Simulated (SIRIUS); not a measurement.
Nb:

```
CELL_PARAMETERS angstrom
-1.66395 1.66395 1.66395
1.66395 -1.66395 1.66395
1.66395 1.66395 -1.66395
ATOMIC_POSITIONS crystal
Nb 0.00000 0.00000 0.00000
```

- Program: SIRIUS 7.12.0
- Task: relaxation of cell and atoms
- Functional: RPBE
- Dispersion: D3
- Potentials or basis: PseudoDojo 0.4.1 PBE standard (scalar relativistic)
- Cutoff: 1127 eV
- Density cutoff: 4507 eV
- k mesh: 8 × 8 × 8
- Occupations: fermi-dirac, width 0.05 eV
- Spin: no spin polarisation

At the start: pressure -6.8 GPa; volume 18.43 Å³/atom.

Where does the relaxation end?

Over 3 steps the energy falls by 17.0 meV/atom and the volume is 17.65 Å³/atom (-4.2 %); space group Im-3m (No. 229, to 0.05 Å).

The path:
```tsv
step	energy change (eV)	largest force (eV/Å)	pressure (GPa)	volume (Å³)
1	0.0000	0.0000	-6.83	18.43
2	-0.0162	0.0000	-1.58	17.82
3	-0.0170	0.0000	0.07	17.65
```

Final structure:
```
Nb
1.0
    -1.64006    1.64006    1.64006
     1.64006   -1.64006    1.64006
     1.64006    1.64006   -1.64006
Nb
1
Direct
  0.00000 0.00000 0.00000
```

Caveat: the potentials were made for another functional, which shifts forces and pressure; pairwise dispersion overbinds metals, which lowers pressure and volume.
